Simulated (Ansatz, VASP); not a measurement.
ZnS: VASP beside Ansatz

Contents of INCAR:

```
  PREC = Accurate
  ENCUT = 520
  EDIFF = 1E-6
  ISMEAR = -1
  SIGMA = 0.1
  LREAL = F
  LASPH = T
  NELM = 100
  ALGO = Normal
  ISIF = 2
  LWAVE = F
  LCHARG = T
  GGA = PE
  LELF = T
  LVHAR = T
  NBANDS = 16
```

The input KPOINTS:

```
regular mesh
0
Gamma
  15 15 15
```

Contents of POSCAR:

```
ZnS
1.0
    2.9682601790      0.0000000000      0.0000000000
    0.0000000000      2.9682601790      0.0000000000
    0.0000000000      0.0000000000      2.9682601790
Zn S
1 1
Direct
    0.0000000000      0.0000000000      0.0000000000
    0.5000000000      0.5000000000      0.5000000000
```

Input for Ansatz:

```yaml
crystal:
  lattice:
    - [2.968260179, 0.0, 0.0]
    - [0.0, 2.968260179, 0.0]
    - [0.0, 0.0, 2.968260179]
  atoms:
    - { symbol: Zn, position: [0.0, 0.0, 0.0] }
    - { symbol: S, position: [0.5, 0.5, 0.5] }
kpoints:
  mp_grid: { grid: [15, 15, 15] }
scf:
  occupations: { method: fermi_dirac, width: 0.1 }
hamiltonian:
  xc: pbe
  pseudopotentials: { kind: all_electron, lapw: { basis_error: 0.001 } }
output:
  forces: true
  stress: true
  eigenvalues: true
  populations: true
```

Change from the starting cell: volume scaled by 0.8, LAPW.

Alike in both runs: task single point; functional PBE; k mesh 15 × 15 × 15; occupations fermi-dirac, width 0.1 eV; no spin polarisation.

```csv
,VASP,Ansatz
version,VASP 6.6.1,Ansatz 0.2.0
potentials or method,"VASP PAW PBE potentials, release 64 (Zn, S)","all-electron LAPW, scalar-relativistic"
plane-wave cutoff (eV),520,see its input
```

Ansatz gave:

- pressure (GPa): 27.7

Estimate VASP's values.

pressure (GPa): 27.9.

Ansatz ran all-electron here, so the differences hold the error of VASP's frozen core and of both bases.

Caveats: so large a pressure means that the cell lies far from this level's equilibrium, or that cutoff or potentials fall short (VASP).
